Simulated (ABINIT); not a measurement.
Input of an ABINIT 10.8.3 (patched build) run:

File run.abi:

```
pp_dirpath "./"
pseudos "Ni_ONCV_PBE-1.2.upf, O_ONCV_PBE-1.2.upf"

acell 5.5745227313 5.5745227313 5.5745227313
rprim
     0.0000000000     0.7071067812     0.7071067812
     0.7071067812     0.0000000000     0.7071067812
     0.7071067812     0.7071067812     0.0000000000
ntypat 2
znucl 28 8
natom 2
typat 1 2
xred
     0.0000000000     0.0000000000     0.0000000000
     0.5000000000     0.5000000000     0.5000000000

ecut 1224.512381 eV

kptopt 1
ngkpt 8 8 8
nshiftk 1
shiftk 0.0 0.0 0.0

ixc 11

nband 17
occopt 3
tsmear 0.00183747

nsppol 2
spinat
     0.0000000000     0.0000000000     1.0000000000
     0.0000000000     0.0000000000     0.0000000000

nstep 100
tolvrs 1.0e-10

iomode 3
prtwf 0
prteig 0
prtebands 0
enunit 2
prtden 1
prtvha 1
prtvclmb 1
prtpot 1
```

Potentials or basis: SG15 NC PBE v1.2.

Command:

```console
$ abinit run.abi > log 2>&1
```

Predict the net moment.

1.79 μB per cell.

Estimate the pressure.

6.3 GPa.

Predict the site moments.

Ni +1.45; O +0.32 μB.

What does it give for the band gap on the k mesh?

None (metal or under the smearing width).

Caveat: small starting moments can end in a higher magnetic state in this program; a cell with one magnetic atom can't hold antiferromagnetic order, which such compounds often take; semilocal functionals often make such compounds metallic where correlation or magnetic order opens a gap, which also shifts bond lengths.

**Experimental background.**

From “Local correlations, non-local screening, multiplets, and band formation in NiO”, 2012, arxiv:1210.6675, for a bulk crystal of NiO: band gap 4.3 eV.

Against the measured gap of NiO, 4.3 eV (quoted in “Local correlations, non-local screening, multiplets, and band formation in NiO”, 2012, arxiv:1210.6675), the calculated 0.00 eV is off by -4.30 eV. So large a miss can be the level of theory's own, or it may mean another phase, state or a wrong row. The value is that of PBE on a finite k mesh, which can miss the band edges, without temperature or zero-point motion. Semilocal functionals fall short of measured gaps as a rule. The run's magnetic order (collinear spin, ferromagnetic start) needn't be the measured crystal's.
